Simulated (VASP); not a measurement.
Runs of VASP 6.6.1 on Ni. The cell holds a slab with vacuum, 7 atoms: a = 2.492 Å, b = 2.492 Å, c = 24.572 Å, α = 90.00°, β = 90.00°, γ = 90.00°. The slab is cut from a database's or a generator's crystal, which needn't be the stable form of the element.

```tsv
level	potentials or basis	gap on the mesh (eV)	moment (μB)	largest force (eV/Å)
RPBE	VASP PAW PBE potentials, release 64 (Ni)	none	(b)	0.35
PBEsol	VASP PAW PBE potentials, release 64 (Ni)	none	4.73	0.73
PBE	VASP PAW PBE potentials, release 64 (Ni)	none	4.72	0.36
LDA	VASP PAW LDA potentials, release 64 (Ni)	none	(a)	1.01
r2SCAN	VASP PAW PBE potentials, release 64 (Ni)	none	(c)	0.64
```

Alike in all rows: task work function; spin collinear, ferromagnetic start; cell as given; k mesh 12 × 12 × 1; cutoff (eV) 520; smearing gaussian 0.1 eV.

Question: Estimate the missing entries.

Answer: (a) 4.40; (b) 4.76; (c) 5.23.

Caveats: the PAW data sets were made with another functional, which shifts forces and pressure a little (some runs).

A k mesh can miss the band edges.

A gap of «none» marks a metal or a gap under the smearing width.

Not every run made on this cell is shown here.
